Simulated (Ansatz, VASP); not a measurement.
# Zr3H: VASP beside Ansatz

```
Zr H
1.0
     7.57318    0.00000    0.00000
    -3.78659    6.55857    0.00000
     0.00000    0.00000    3.17479
Zr H
6 2
Cartesian
  0.0000 2.6524 0.7937
  1.4895 5.2323 0.7937
  -1.4895 5.2323 0.7937
  3.7866 3.9061 2.3811
  2.2971 1.3262 2.3811
  5.2761 1.3262 2.3811
  0.0000 4.3724 2.3811
  3.7866 2.1862 0.7937
```

Change from the starting cell: species swapped into the SmTm3 type (P6_3/mmc, No. 194).

Alike in both runs: functional PBE; k mesh 3 × 3 × 6; occupations gaussian, width 0.1 eV; no spin polarisation.

Ansatz relaxed the structure, and its values are those at the end. VASP's run is a single point on that final structure, the one shown.

|  | VASP | Ansatz |
| --- | --- | --- |
| version | VASP 6.6.1 | Ansatz 0.2.0 |
| potentials or method | VASP PAW PBE potentials, release 64 (Zr_sv, H) | scalar-relativistic, plane waves, PAW |
| plane-wave cutoff (eV) | 520 | 420 |
| valence electrons in the cell | 74 | 74 |

Ansatz gave:

- gap on the k mesh at the Fermi level (eV): none
- pressure (GPa): -0.1
- rms of the force components (eV/Å): 0.005

Question: Estimate VASP's values.

Answer: gap on the k mesh at the Fermi level (eV): none; pressure (GPa): -0.1; rms of the force components (eV/Å): 0.007.

A gap of «none» marks a metal or a gap that the smearing closes.
